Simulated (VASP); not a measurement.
Here is a VASP 6.6.1 calculation.

The input INCAR:

```
SYSTEM = AlP
PREC = Accurate ; ENCUT = 700
EDIFF = 1E-6 ; ISMEAR = 0
SIGMA = 0.02 ; LREAL = .FALSE.
LASPH = .TRUE. ; NELM = 60
ALGO = Normal ; ISIF = 2
LWAVE = .FALSE. ; LCHARG = .FALSE.
GGA = PS
```

KPOINTS

```
Automatic mesh
0
G
  8 8 8
  0 0 0
```

File POSCAR:

```
AlP
1.0
    0.0000000000      2.7357100000      2.7357100000
    2.7357100000      0.0000000000      2.7357100000
    2.7357100000      2.7357100000      0.0000000000
Al P
1 1
Direct
    0.0000000000      0.0000000000      0.0000000000
    0.2500000000      0.2500000000      0.2500000000
```

Potentials or basis: VASP PAW PBE potentials, release 64 (Al, P).

Command:

```bash
$ cat potpaw_PBE.64/Al/POTCAR potpaw_PBE.64/P/POTCAR > POTCAR
$ mpirun -np 1 vasp_std > vasp.out
```

Problem. Estimate the pressure.

Solution. 0.0 GPa.

Problem. What does it give for the band gap on the k mesh?

Solution. 1.45 eV, indirect (least direct gap 3.15 eV).

Caveat: the PAW data sets were made with another functional, which shifts forces and pressure a little.

**Measured values to compare with.**

A printed reference work, data compilation reports, for a bulk crystal of AlP at 4.2 K: band gap 2.505 eV (indirect).

Against the measured gap of AlP, 2.505 eV (indirect; 4.2 K; a printed reference work, data compilation), the calculated 1.45 eV is off by -1.05 eV. The value is that of PBEsol on a finite k mesh, which can miss the band edges, without temperature or zero-point motion. Semilocal functionals fall short of measured gaps as a rule. The cell is a database's relaxed one, not the measured one, which moves gaps too.
